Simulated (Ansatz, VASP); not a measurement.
**InSb3 in VASP and in Ansatz**

```
CELL_PARAMETERS angstrom
0.00000 3.81969 3.81969
3.81969 0.00000 3.81969
3.81969 3.81969 0.00000
ATOMIC_POSITIONS crystal
Sb 0.50000 0.50000 0.50000
Sb 0.75000 0.75000 0.75000
Sb 0.25000 0.25000 0.25000
In 0.00000 0.00000 0.00000
```

Change from the starting cell: volume scaled by 1.02.

Alike in both runs: task single point; functional PBEsol; k mesh 6 × 6 × 6; occupations fermi-dirac, width 0.05 eV; no spin polarisation.

|  | VASP | Ansatz |
| --- | --- | --- |
| version | VASP 6.6.1 | Ansatz 0.2.0 |
| potentials or method | VASP PAW PBE potentials, release 64 (Sb, In_d), cutoff 520 eV | all-electron LAPW, scalar-relativistic |

Ansatz gave:

* gap on the k mesh at the Fermi level (eV): none
* pressure (GPa): -3.9

What did VASP give for the same quantities?

gap on the k mesh at the Fermi level (eV): none; pressure (GPa): -4.0.

A gap of «none» marks a metal or a gap that the smearing closes. Ansatz ran all-electron here, so the differences hold the error of VASP's frozen core and of both bases.

Caveats: the PAW data sets were made with another functional, which shifts forces and pressure a little (VASP). Spin-orbit coupling is left out, which matters for the levels of Sb.
